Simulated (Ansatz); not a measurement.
# TaN: a strain scan

The task, for TaN: see how energy and stress answer to the strain pattern (0, 1, 0, 0, 0, 0).

Program: Ansatz 0.2.0. Level of theory: DFT PBEsol, scalar-relativistic, plane waves, PAW. These are calculated values, not measurements.

## (1) The structure to begin with

It takes space group P-6m2 (No. 187, hexagonal). The conventional cell has a = 2.938 Å, b = 2.938 Å, c = 2.883 Å, α = 90.00°, β = 90.00°, γ = 120.00°. Ta (site symmetry -6m2) is surrounded by 6 N at 2.23 Å. Around N (site symmetry -6m2) lie 6 Ta at 2.23 Å.

As a file:

```cif
data_structure
_symmetry_space_group_name_H-M 'P-6m2'
_symmetry_Int_Tables_number 187
_cell_length_a 2.9380
_cell_length_b 2.9380
_cell_length_c 2.8830
_cell_angle_alpha 90.000
_cell_angle_beta 90.000
_cell_angle_gamma 120.000
_cell_volume 21.55
loop_
_atom_site_label
_atom_site_type_symbol
_atom_site_symmetry_multiplicity
_atom_site_Wyckoff_symbol
_atom_site_fract_x
_atom_site_fract_y
_atom_site_fract_z
_atom_site_occupancy
Ta1 Ta 1 d 0.33333 0.66667 0.50000 1
N1 N 1 a 0.00000 0.00000 0.00000 1
```

No relaxation comes first: the listed cell is the starting point.

## (2) Zero of energy

The reference gives a free energy of -10187.6398 eV, pressure -4.87 GPa, largest force 0.000 eV/Å and gap on the mesh none (metal). It was computed beforehand with the settings of the runs below.

## (3) Next: a strain scan

The cell is strained by ε times the Voigt pattern (0, 1, 0, 0, 0, 0) (xx, yy, zz, yz, xz, xy; engineering shear), with fractional coordinates fixed (clamped ions). The stress on the pattern is the sum of the stress components weighted by it, tension positive.

## (4) ε = -0.0200

File input.yaml:

```yaml
crystal:
  lattice:
    - [2.9379988584, 0.0, 0.0]
    - [-1.4689994292, 2.4934940147, 0.0]
    - [0.0, 0.0, 2.883]
  atoms:
    - { symbol: Ta, position: [0.3333333333, 0.6666666667, 0.5] }
    - { symbol: "N", position: [0.0, 0.0, 0.0] }
basis:
  ecutwfc: 420
kpoints:
  mp_grid: { grid: [18, 18, 16] }
hamiltonian:
  xc: pbesol
scf:
  occupations: { method: gaussian, width: 0.15 }
output:
  forces: true
  stress: true
  eigenvalues: true
```

The run is started by

```
$ ansatz run input.yaml --threads 1 --pin off --max-ram 2560MiB --backend cpu --events-out ev --progress --plain --runs-dir out
```

Log, cut to the lines that bear on the results:

```text
Warning: RAYON_NUM_THREADS=1 ignored (pool sized by the plan → 1); use --threads N
[...]
Pseudopotentials: kind: paw
Pseudopotential: Ta, paw, valence charge 13, recommended cutoff 420 eV (normal), Ta.paw.azcp
Pseudopotential: N, paw, valence charge 5, recommended cutoff 420 eV (normal), N.paw.azcp
Functional definition: PBEsol
[...]
Crystal: 2 atoms, lattice volume = 21.121 Å³
Basis set: ecut = 420 eV, 405 PW (Γ), exchange–correlation on 40×40×40 points (8 copies of the dense FFT grid, shifted against one another)
Bands: 13, of which v1, the nominal top of the filled ones, is band 9 counted from 1 (8 counted from 0)
Symmetry: 4 space group operations
Space group: Amm2 (ITA 38), of the structure as read, at distance tolerance 2.8e-5 Å
k-points: 819 of 5184 (time reversal used)
[...]
SCF iter   1: F=—  HF=-10187.647673 eV  |F-HF|=—  |Δ(HF+E_count)|=         —  Δρ=1.78e-2  dr2=6.34e-2  ethr=1.77e-3  ⟨swp⟩=5.3  Hψ=52521  notcnv=0
[...]
SCF iter   6: F=-10187.634585 eV  HF=-10187.634585 eV  |F-HF|=2.55e-11  |Δ(HF+E_count)|=  2.06e-10  Δρ=3.50e-6  dr2=8.67e-10  ethr=2.09e-10  ⟨swp⟩=2.5  Hψ=40455  notcnv=0
[...]
SCF converged after 6 iterations
Free energy (F): -10187.634585 eV
[...]
E sigma→0 (E₀):  -10187.634317 eV
Entropy (-TS):   -0.000536 eV (-0.268 meV/atom)
Fermi energy:    20.488896 eV
[...]
--- Forces (eV/Å), atoms counted from 1 ---
  atom   1  Ta     0.00000000     0.04674930     0.00000000
  atom   2  N      0.00000000    -0.04675221     0.00000000
[...]
--- Stress (GPa, compression-positive) ---
       -0.547239       0.000000      -0.000000
        0.000000       8.992697       0.000000
       -0.000000       0.000000      -1.920189
  P = ⅓ Tr σ = 2.1751 GPa (21.751 kbar)
--- Band table (eV; the first three rows and the last of 819) ---
  k-point 0: bands = ["-47.8046", "-14.1763", "-13.8848", "-13.8404", "2.6739", "15.8240", "16.0389", "16.2305", "17.5220", "22.9623", "24.0164", "24.2890", "24.5681"]
[...]
```

It took 18 s on 1 thread of Intel Xeon Platinum 8259CL at 2.50GHz (Skylake/Cascade Lake), shared host; peak memory 0.62 GiB.

## (5) Point ε = 0.0150

Edit input.yaml of step 4 so:

```diff
@@ -3,3 +3,3 @@
     - [2.9379988584, 0.0, 0.0]
-    - [-1.4689994292, 2.4934940147, 0.0]
+    - [-1.4689994292, 2.5825473724, 0.0]
     - [0.0, 0.0, 2.883]
```

The run is started by

```
$ ansatz run input.yaml --threads 1 --pin off --max-ram 2560MiB --backend cpu --events-out ev --progress --plain --runs-dir out
```

Log, cut to the lines that bear on the results:

```text
Warning: RAYON_NUM_THREADS=1 ignored (pool sized by the plan → 1); use --threads N
[...]
[... 4 set-up lines as earlier in the session ...]
[...]
Crystal: 2 atoms, lattice volume = 21.875 Å³
Basis set: ecut = 420 eV, 405 PW (Γ), exchange–correlation on 40×40×40 points (8 copies of the dense FFT grid, shifted against one another)
Bands: 13, of which v1, the nominal top of the filled ones, is band 9 counted from 1 (8 counted from 0)
[... 2 set-up lines as earlier in the session ...]
k-points: 819 of 5184 (time reversal used)
[...]
SCF iter   1: F=—  HF=-10187.632353 eV  |F-HF|=—  |Δ(HF+E_count)|=         —  Δρ=1.67e-2  dr2=5.77e-2  ethr=1.77e-3  ⟨swp⟩=5.2  Hψ=52336  notcnv=0
[...]
SCF iter   6: F=-10187.620702 eV  HF=-10187.620702 eV  |F-HF|=8.19e-11  |Δ(HF+E_count)|=   4.32e-9  Δρ=3.40e-6  dr2=7.54e-10  ethr=1.78e-10  ⟨swp⟩=2.3  Hψ=39716  notcnv=0
[...]
SCF converged after 6 iterations
Free energy (F): -10187.620702 eV
[...]
E sigma→0 (E₀):  -10187.620382 eV
Entropy (-TS):   -0.000638 eV (-0.319 meV/atom)
Fermi energy:    19.727103 eV
[...]
--- Forces (eV/Å), atoms counted from 1 ---
  atom   1  Ta     0.00000000    -0.01557588     0.00000000
  atom   2  N      0.00000000     0.01557992     0.00000000
[...]
--- Stress (GPa, compression-positive) ---
       -7.631135       0.000000      -0.000000
        0.000000     -13.989130      -0.000000
       -0.000000      -0.000000      -7.047675
  P = ⅓ Tr σ = -9.5560 GPa (-95.560 kbar)
--- Band table (eV; the first three rows and the last of 819) ---
  k-point 0: bands = ["-48.6732", "-15.0059", "-14.7953", "-14.7631", "2.1371", "15.0919", "15.2782", "15.6222", "16.8920", "21.7761", "23.2159", "23.4054", "23.6367"]
[...]
```

It took 18 s on 1 thread of Intel Xeon Platinum 8259CL at 2.50GHz (Skylake/Cascade Lake), shared host; peak memory 0.62 GiB.

## (6) Point ε = -0.0100

Edit input.yaml of step 5 so:

```diff
@@ -3,3 +3,3 @@
     - [2.9379988584, 0.0, 0.0]
-    - [-1.4689994292, 2.5825473724, 0.0]
+    - [-1.4689994292, 2.5189378312, 0.0]
     - [0.0, 0.0, 2.883]
```

The run is started by

```
$ ansatz run input.yaml --threads 1 --pin off --max-ram 2560MiB --backend cpu --events-out ev --progress --plain --runs-dir out
```

Log, cut to the lines that bear on the results:

```text
[...]
SCF converged after 6 iterations
Free energy (F): -10187.641819 eV
[...]
E sigma→0 (E₀):  -10187.641514 eV
Entropy (-TS):   -0.000611 eV (-0.306 meV/atom)
Fermi energy:    20.266338 eV
[...]
--- Forces (eV/Å), atoms counted from 1 ---
  atom   1  Ta     0.00000000     0.01934527     0.00000000
  atom   2  N      0.00000000    -0.01934712     0.00000000
[...]
--- Stress (GPa, compression-positive) ---
       -2.706126       0.000000       0.000000
        0.000000       1.843912       0.000000
        0.000000       0.000000      -3.528006
  P = ⅓ Tr σ = -1.4634 GPa (-14.634 kbar)
--- Band table (eV; the first three rows and the last of 819) ---
  k-point 0: bands = ["-48.0580", "-14.4180", "-14.1422", "-14.1201", "2.5163", "15.6645", "15.7848", "16.0277", "17.3378", "22.6160", "23.8393", "23.9727", "24.3139"]
[...]
```

Wall time 25 s (1 thread of Intel Xeon Platinum 8259CL at 2.50GHz (Skylake/Cascade Lake), shared host); peak memory 0.62 GiB.

## (7) Point ε = 0.0050

Edit input.yaml of step 6 so:

```diff
@@ -3,3 +3,3 @@
     - [2.9379988584, 0.0, 0.0]
-    - [-1.4689994292, 2.5189378312, 0.0]
+    - [-1.4689994292, 2.5571035559, 0.0]
     - [0.0, 0.0, 2.883]
```

The run is started by

```
$ ansatz run input.yaml --threads 1 --pin off --max-ram 2560MiB --backend cpu --events-out ev --progress --plain --runs-dir out
```

Log, cut to the lines that bear on the results:

```text
[...]
SCF converged after 6 iterations
Free energy (F): -10187.635501 eV
[...]
E sigma→0 (E₀):  -10187.635160 eV
Entropy (-TS):   -0.000682 eV (-0.341 meV/atom)
Fermi energy:    19.939335 eV
[...]
--- Forces (eV/Å), atoms counted from 1 ---
  atom   1  Ta     0.00000000    -0.00692483     0.00000000
  atom   2  N      0.00000000     0.00692620     0.00000000
[...]
--- Stress (GPa, compression-positive) ---
       -5.782862       0.000000       0.000000
        0.000000      -7.946923       0.000000
        0.000000       0.000000      -5.720374
  P = ⅓ Tr σ = -6.4834 GPa (-64.834 kbar)
--- Band table (eV; the first three rows and the last of 819) ---
  k-point 0: bands = ["-48.4302", "-14.7735", "-14.5293", "-14.5184", "2.2862", "15.3683", "15.4307", "15.7779", "17.0679", "22.1078", "23.5130", "23.5775", "23.9206"]
[...]
```

It took 24 s on 1 thread of Intel Xeon Platinum 8259CL at 2.50GHz (Skylake/Cascade Lake), shared host; peak memory 0.63 GiB.

## (8) At ε = 0.0200

Edit input.yaml of step 7 so:

```diff
@@ -3,3 +3,3 @@
     - [2.9379988584, 0.0, 0.0]
-    - [-1.4689994292, 2.5571035559, 0.0]
+    - [-1.4689994292, 2.5952692806, 0.0]
     - [0.0, 0.0, 2.883]
```

The run is started by

```
$ ansatz run input.yaml --threads 1 --pin off --max-ram 2560MiB --backend cpu --events-out ev --progress --plain --runs-dir out
```

Log, cut to the lines that bear on the results:

```text
Warning: RAYON_NUM_THREADS=1 ignored (pool sized by the plan → 1); use --threads N
[...]
[... 4 set-up lines as earlier in the session ...]
[...]
Crystal: 2 atoms, lattice volume = 21.983 Å³
Basis set: ecut = 420 eV, 405 PW (Γ), exchange–correlation on 40×40×40 points (8 copies of the dense FFT grid, shifted against one another)
Bands: 13, of which v1, the nominal top of the filled ones, is band 9 counted from 1 (8 counted from 0)
[... 2 set-up lines as earlier in the session ...]
k-points: 819 of 5184 (time reversal used)
[...]
SCF iter   1: F=—  HF=-10187.621807 eV  |F-HF|=—  |Δ(HF+E_count)|=         —  Δρ=1.65e-2  dr2=5.70e-2  ethr=1.77e-3  ⟨swp⟩=5.1  Hψ=52280  notcnv=0
[...]
SCF iter   6: F=-10187.610320 eV  HF=-10187.610320 eV  |F-HF|=8.19e-11  |Δ(HF+E_count)|=   3.79e-9  Δρ=3.41e-6  dr2=9.10e-10  ethr=1.64e-10  ⟨swp⟩=2.3  Hψ=39785  notcnv=0
[...]
SCF converged after 6 iterations
Free energy (F): -10187.610320 eV
[...]
E sigma→0 (E₀):  -10187.610012 eV
Entropy (-TS):   -0.000615 eV (-0.308 meV/atom)
Fermi energy:    19.622013 eV
[...]
--- Forces (eV/Å), atoms counted from 1 ---
  atom   1  Ta     0.00000000    -0.01733148     0.00000000
  atom   2  N      0.00000000     0.01733758     0.00000000
[...]
--- Stress (GPa, compression-positive) ---
       -8.488232       0.000000       0.000000
        0.000000     -16.881288       0.000000
        0.000000       0.000000      -7.672926
  P = ⅓ Tr σ = -11.0141 GPa (-110.141 kbar)
--- Band table (eV; the first three rows and the last of 819) ---
  k-point 0: bands = ["-48.7932", "-15.1208", "-14.9264", "-14.8836", "2.0638", "14.9557", "15.2031", "15.5458", "16.8052", "21.6124", "23.0702", "23.3200", "23.4975"]
[...]
```

It took 17 s on 1 thread of Intel Xeon Platinum 8259CL at 2.50GHz (Skylake/Cascade Lake), shared host; peak memory 0.61 GiB.

## (9) At ε = -0.0150

Edit input.yaml of step 8 so:

```diff
@@ -3,3 +3,3 @@
     - [2.9379988584, 0.0, 0.0]
-    - [-1.4689994292, 2.5952692806, 0.0]
+    - [-1.4689994292, 2.506215923, 0.0]
     - [0.0, 0.0, 2.883]
```

The run is started by

```
$ ansatz run input.yaml --threads 1 --pin off --max-ram 2560MiB --backend cpu --events-out ev --progress --plain --runs-dir out
```

Log, cut to the lines that bear on the results:

```text
[...]
SCF converged after 6 iterations
Free energy (F): -10187.639406 eV
[...]
E sigma→0 (E₀):  -10187.639126 eV
Entropy (-TS):   -0.000561 eV (-0.280 meV/atom)
Fermi energy:    20.376777 eV
[...]
--- Forces (eV/Å), atoms counted from 1 ---
  atom   1  Ta     0.00000000     0.03198413     0.00000000
  atom   2  N      0.00000000    -0.03198581     0.00000000
[...]
--- Stress (GPa, compression-positive) ---
       -1.634667       0.000000      -0.000000
        0.000000       5.350533      -0.000000
       -0.000000      -0.000000      -2.739744
  P = ⅓ Tr σ = 0.3254 GPa (3.254 kbar)
--- Band table (eV; the first three rows and the last of 819) ---
  k-point 0: bands = ["-47.9318", "-14.2976", "-14.0141", "-13.9810", "2.5947", "15.7439", "15.9170", "16.1226", "17.4295", "22.7884", "23.9276", "24.1299", "24.4403"]
[...]
```

It took 24 s on 1 thread of Intel Xeon Platinum 8259CL at 2.50GHz (Skylake/Cascade Lake), shared host; peak memory 0.62 GiB.

## (10) Point ε = 0.0100

Edit input.yaml of step 9 so:

```diff
@@ -3,3 +3,3 @@
     - [2.9379988584, 0.0, 0.0]
-    - [-1.4689994292, 2.506215923, 0.0]
+    - [-1.4689994292, 2.5698254642, 0.0]
     - [0.0, 0.0, 2.883]
```

The run is started by

```
$ ansatz run input.yaml --threads 1 --pin off --max-ram 2560MiB --backend cpu --events-out ev --progress --plain --runs-dir out
```

Log, cut to the lines that bear on the results:

```text
[...]
SCF converged after 6 iterations
Free energy (F): -10187.629118 eV
[...]
E sigma→0 (E₀):  -10187.628787 eV
Entropy (-TS):   -0.000662 eV (-0.331 meV/atom)
Fermi energy:    19.832578 eV
[...]
--- Forces (eV/Å), atoms counted from 1 ---
  atom   1  Ta     0.00000000    -0.01211982     0.00000000
  atom   2  N      0.00000000     0.01212168     0.00000000
[...]
--- Stress (GPa, compression-positive) ---
       -6.729884       0.000000      -0.000000
        0.000000     -11.011119       0.000000
       -0.000000       0.000000      -6.397139
  P = ⅓ Tr σ = -8.0460 GPa (-80.460 kbar)
--- Band table (eV; the first three rows and the last of 819) ---
  k-point 0: bands = ["-48.5522", "-14.8902", "-14.6630", "-14.6414", "2.2113", "15.2295", "15.3541", "15.6995", "16.9795", "21.9413", "23.3635", "23.4912", "23.7777"]
[...]
```

Wall time 19 s (1 thread of Intel Xeon Platinum 8259CL at 2.50GHz (Skylake/Cascade Lake), shared host); peak memory 0.61 GiB.

## (11) At ε = -0.0050

Edit input.yaml of step 10 so:

```diff
@@ -3,3 +3,3 @@
     - [2.9379988584, 0.0, 0.0]
-    - [-1.4689994292, 2.5698254642, 0.0]
+    - [-1.4689994292, 2.5316597394, 0.0]
     - [0.0, 0.0, 2.883]
```

The run is started by

```
$ ansatz run input.yaml --threads 1 --pin off --max-ram 2560MiB --backend cpu --events-out ev --progress --plain --runs-dir out
```

Log, cut to the lines that bear on the results:

```text
Warning: RAYON_NUM_THREADS=1 ignored (pool sized by the plan → 1); use --threads N
[...]
[... 4 set-up lines as earlier in the session ...]
[...]
Crystal: 2 atoms, lattice volume = 21.444 Å³
Basis set: ecut = 420 eV, 405 PW (Γ), exchange–correlation on 40×40×40 points (8 copies of the dense FFT grid, shifted against one another)
Bands: 13, of which v1, the nominal top of the filled ones, is band 9 counted from 1 (8 counted from 0)
[... 2 set-up lines as earlier in the session ...]
k-points: 819 of 5184 (time reversal used)
[...]
the search or the solves at the SCF's close seem to have found levels that the self-consistency loop had missed (the run counts 2). By its estimate they hold under 1e-12 electrons; where the run keeps them, the occupations were computed again with them
[...]
SCF converged after 6 iterations
Free energy (F): -10187.641912 eV
[...]
E sigma→0 (E₀):  -10187.641582 eV
Entropy (-TS):   -0.000660 eV (-0.330 meV/atom)
Fermi energy:    20.156607 eV
[...]
--- Forces (eV/Å), atoms counted from 1 ---
  atom   1  Ta     0.00000000     0.00872273     0.00000000
  atom   2  N      0.00000000    -0.00872370     0.00000000
[...]
--- Stress (GPa, compression-positive) ---
       -3.761387       0.000000       0.000000
        0.000000      -1.532010       0.000000
        0.000000       0.000000      -4.286917
  P = ⅓ Tr σ = -3.1934 GPa (-31.934 kbar)
--- Band table (eV; the first three rows and the last of 819) ---
  k-point 0: bands = ["-48.1831", "-14.5374", "-14.2689", "-14.2579", "2.4387", "15.5859", "15.6473", "15.9406", "17.2470", "22.4451", "23.7515", "23.8175", "24.1889"]
[...]
```

Wall time 25 s (1 thread of Intel Xeon Platinum 8259CL at 2.50GHz (Skylake/Cascade Lake), shared host); peak memory 0.63 GiB.

## (12) Point ε = 0.0175

Edit input.yaml of step 11 so:

```diff
@@ -3,3 +3,3 @@
     - [2.9379988584, 0.0, 0.0]
-    - [-1.4689994292, 2.5316597394, 0.0]
+    - [-1.4689994292, 2.5889083265, 0.0]
     - [0.0, 0.0, 2.883]
@@ -20 +20,5 @@
   eigenvalues: true
+  write_density: true
+  write_potential: true
+  elf: true
+  volumetric_format: npy
```

The run is started by

```
$ ansatz run input.yaml --threads 1 --pin off --max-ram 2560MiB --backend cpu --events-out ev --progress --plain --runs-dir out
```

Log:

```text
[... 31 lines left out ...]
SCF 1 converged in 6 iterations: F = -10187.615756 eV  dr2 = 7.24e-10
SCF converged after 6 iterations
Free energy (F): -10187.615756 eV
Harris-Foulkes:  -10187.615756 eV  (|F-HF|=7.82e-11)
Internal energy: -10187.615129 eV  (E = F + TS)
E sigma→0 (E₀):  -10187.615442 eV
Entropy (-TS):   -0.000627 eV (-0.313 meV/atom)
Fermi energy:    19.674598 eV
--- Per-component energies (eV) ---
  E_band       = -61.013205
  E_kinetic    = 497.595597
  E_local      = -617.223479  (includes V_loc(G=0)·N_el)
  E_nonlocal   = 62.233291
  E_hartree    = 206.104566
  E_xc         = -277.510233
  E_vxc        = -281.156269  (∫ρ·V_xc dr)
  E_paw        = -8395.116464  (= ΣΔE_a)
  E_vpaw       = -134.671364  (= ΣTr[D̂ρ^β])
  E_aug_tail   = 0.000196  (compensation charges beyond the density's cutoff)
  E_ewald      = -1663.940349
  E_core_change = 0.241745  (= ΣΔE_core)
  E_smearing   = -0.000627  (= −TS)
  E_closure    = 0.000000  (closes the sum)
  Σ components = -10187.615756   (vs F -10187.615756, Δ=0.00e0)
--- Forces (eV/Å), atoms counted from 1 ---
  atom   1  Ta     0.00000000    -0.01666530     0.00000000
  atom   2  N      0.00000000     0.01666960     0.00000000
  max |Σ_I F_I| component: 4.30e-6 eV/Å
--- Stress (GPa, compression-positive) ---
       -8.064884       0.000000       0.000000
        0.000000     -15.445587       0.000000
        0.000000       0.000000      -7.363417
  P = ⅓ Tr σ = -10.2913 GPa (-102.913 kbar)
--- Band table (eV; the first three rows and the last of 819) ---
  k-point 0: bands = ["-48.7333", "-15.0635", "-14.8610", "-14.8235", "2.1003", "15.0236", "15.2406", "15.5839", "16.8485", "21.6941", "23.1428", "23.3627", "23.5669"]
  k-point 1: bands = ["-48.7314", "-15.1011", "-14.8579", "-14.8204", "2.1802", "15.0499", "15.2683", "15.2716", "17.1128", "21.8447", "22.5346", "22.7079", "24.0295"]
  k-point 2: bands = ["-48.7259", "-15.2071", "-14.8492", "-14.8117", "2.4116", "14.5487", "15.1646", "15.3605", "17.6942", "21.7229", "21.9087", "22.2554", "24.3914"]
  k-point 818: bands = ["-48.6143", "-15.7333", "-15.5031", "-15.1276", "4.1483", "12.2099", "12.8798", "15.5145", "18.6772", "23.5248", "24.6579", "25.7036", "26.6778"]
```

Run time: 24 s. Hardware: 1 thread of Intel Xeon Platinum 8259CL at 2.50GHz (Skylake/Cascade Lake), shared host; peak memory 0.61 GiB.

Axes a, b and c in the maps are those of this run's conventional cell (a, b, c = 2.883, 2.938, 5.178 Å).

Density in a lattice plane of the grid's cell (edges 2.88 and 5.18 Å, at 0.000 of the third edge), which holds Ta and N.

Values in e/Å³, 12 rows by 6 columns:
```
2.62 1.42 0.43 0.25 0.43 1.42
0.60 0.44 0.31 0.30 0.31 0.44
0.15 0.17 0.25 0.32 0.25 0.17
0.09 0.13 0.23 0.31 0.23 0.13
0.12 0.15 0.25 0.36 0.25 0.15
0.19 0.22 0.61 1.29 0.61 0.22
0.26 0.54 2.88 4.33 2.88 0.54
0.29 0.89 4.14 3.32 4.14 0.89
0.33 0.60 2.92 4.30 2.92 0.60
0.74 0.58 0.77 1.35 0.77 0.58
2.72 1.46 0.45 0.28 0.45 1.46
3.47 2.41 0.53 0.23 0.53 2.41
```
Columns run along the first of these edges and rows up along the second, over one cell in 6 and 12 even steps from the bottom left corner. Atoms in the plane (fractional): Ta at (0.50, 0.33), N at (0.00, 0.00).

ELF in the same plane.

Values, 12 rows by 6 columns:
```
0.62 0.78 0.44 0.16 0.44 0.78
0.65 0.54 0.32 0.33 0.32 0.54
0.15 0.18 0.45 0.64 0.45 0.18
0.04 0.14 0.59 0.81 0.59 0.14
0.07 0.12 0.34 0.51 0.34 0.12
0.13 0.08 0.23 0.53 0.23 0.08
0.23 0.21 0.67 0.59 0.67 0.21
0.27 0.38 0.67 0.01 0.67 0.38
0.35 0.24 0.67 0.59 0.67 0.24
0.75 0.47 0.25 0.47 0.25 0.47
0.66 0.80 0.38 0.12 0.38 0.80
0.00 0.69 0.55 0.14 0.55 0.69
```
Columns run along the first of these edges and rows up along the second, over one cell in 6 and 12 even steps from the bottom left corner. Atoms in the plane (fractional): Ta at (0.50, 0.33), N at (0.00, 0.00).

Both are smooth fields of the valence electrons: close to the nuclei they are not physical.

Outside the cores ELF peaks at 0.83 beside N, off the lines to its neighbours, 0.7 Å from N; 0.83 in the shell around N, 0.6 Å from N; 0.81 between the atoms, 1.7 Å from Ta.

## (13) The scan collected

The scan, with free energies counted from the undisturbed cell:

```tsv
ε	ΔE (meV/atom)	stress on the pattern (GPa)	pressure (GPa)
-0.0200	2.6	-8.99	2.2
-0.0150	0.2	-5.35	0.3
-0.0100	-1.0	-1.84	-1.5
-0.0050	-1.1	1.53	-3.2
0.0000	0.0	4.79	-4.9
0.0050	2.1	7.95	-6.5
0.0100	5.3	11.01	-8.0
0.0150	9.5	13.99	-9.6
0.0175	12.0	15.45	-10.3
0.0200	14.7	16.88	-11.0
```

## (14) What came out

| quantity | value |
| --- | --- |
| slope of the stress at ε = 0, over ±0.0050 | 641 GPa |

**Reading.** From the stress slope, C22 is about 641 GPa with the ions clamped; letting the atoms relax could not make it stiffer. The reference stands under -4.9 GPa, so this is no zero-stress constant. The energy drops below the reference, by 1.1 meV/atom at ε = -0.0050; the cell was taken as given and not relaxed at this level. The runs treat Ta without spin-orbit coupling.
